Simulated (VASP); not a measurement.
Crystal: Br.

```
Br
1.0
    -1.28677    1.72000    3.57799
     1.28677   -1.72000    3.57799
     1.28677    1.72000   -3.57799
Br
1
Direct
  0.00000 0.00000 0.00000
```

Base run:

- Program: VASP 6.6.1
- Functional: PBE
- Potentials or basis: VASP PAW PBE potentials, release 64 (Br)
- Cutoff: 500 eV
- k mesh: 13 × 13 × 13
- Occupations: gaussian, width 0.02 eV
- Spin: no spin polarisation

Its results: band gap on the k mesh none (metal or under the smearing width); pressure 1.1 GPa.

Problem. The run is repeated on the same cell with these changes: functional from PBE to LDA; potentials or basis from VASP PAW PBE potentials, release 64 (Br) to VASP PAW LDA potentials, release 64 (Br). What comes out?

Solution. Band gap on the k mesh none (metal or under the smearing width); pressure -2.3 GPa.

Caveats: an odd number of electrons without spin polarisation forces a metal; a magnetic or distorted state may lie lower.
